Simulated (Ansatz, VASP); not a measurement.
P in VASP and in Ansatz

```
P
1.0
     1.70414    0.98389    2.85463
    -1.70414    0.98389    2.85463
     0.00000   -1.96777    2.85463
P
2
Cartesian
  0.0000 0.0000 2.0235
  0.0000 0.0000 6.5404
```

Alike in both runs: functional PBE; dispersion D3(BJ); k mesh 15 × 15 × 15; occupations gaussian, width 0.1 eV; no spin polarisation.

Ansatz relaxed the structure, and its values are those at the end. VASP's run is a single point on that final structure, the one shown.

|  | VASP | Ansatz |
| --- | --- | --- |
| version | VASP 6.6.1 | Ansatz 0.2.0 |
| potentials or method | VASP PAW PBE potentials, release 64 (P) | scalar-relativistic, plane waves, PAW |
| plane-wave cutoff (eV) | 520 | 420 |
| valence electrons in the cell | 10 | 10 |

|  | VASP | Ansatz | Ansatz less VASP |
| --- | --- | --- | --- |
| gap on the k mesh at the Fermi level (eV) | none | none | - |
| pressure (GPa) | 1.5 | 1.8 | +0.31 |
| rms of the force components (eV/Å) | 0.025 | 0.001 | -0.0238 |

A gap of «none» marks a metal or a gap that the smearing closes.

Caveats: pairwise dispersion overbinds metals, which lowers pressure and volume.
